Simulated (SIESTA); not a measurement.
Be2C:

```
C Be
1.0
     0.00000    2.16500    2.16500
     2.16500    0.00000    2.16500
     2.16500    2.16500    0.00000
C Be
1 2
Direct
  0.00000 0.00000 0.00000
  0.75000 0.75000 0.75000
  0.25000 0.25000 0.25000
```

Base run:

```yaml
Program: SIESTA 5.4.2
Functional: vdW-DF-cx
Potentials_or_basis: PseudoDojo 0.4 standard (PBE files)
Basis: DZP (energy shift 0.003 Ry; two zetas on semicore shells)
Grid_cutoff: 800 Ry
Energy_shift: 0.003 Ry
k_mesh: 11 × 11 × 11
Occupations: fermi-dirac, width 0.05 eV
Spin: no spin polarisation
```

Its results: band gap on the k mesh 1.01 eV, indirect (least direct gap 3.71 eV); pressure 4.2 GPa.

Task: The run is repeated on the same cell with these changes: functional from vdW-DF-cx to BLYP. What comes out?

Result: Band gap on the k mesh 1.45 eV, indirect (least direct gap 3.71 eV); pressure 4.8 GPa.

Caveats: short orbitals over semicore shells can move pressures by several GPa; the potentials were made for another functional, which shifts forces and pressure; the mesh misses the band edges, which the band path finds closer together; the basis of atomic orbitals isn't converged, which shifts pressures, moduli and gaps.
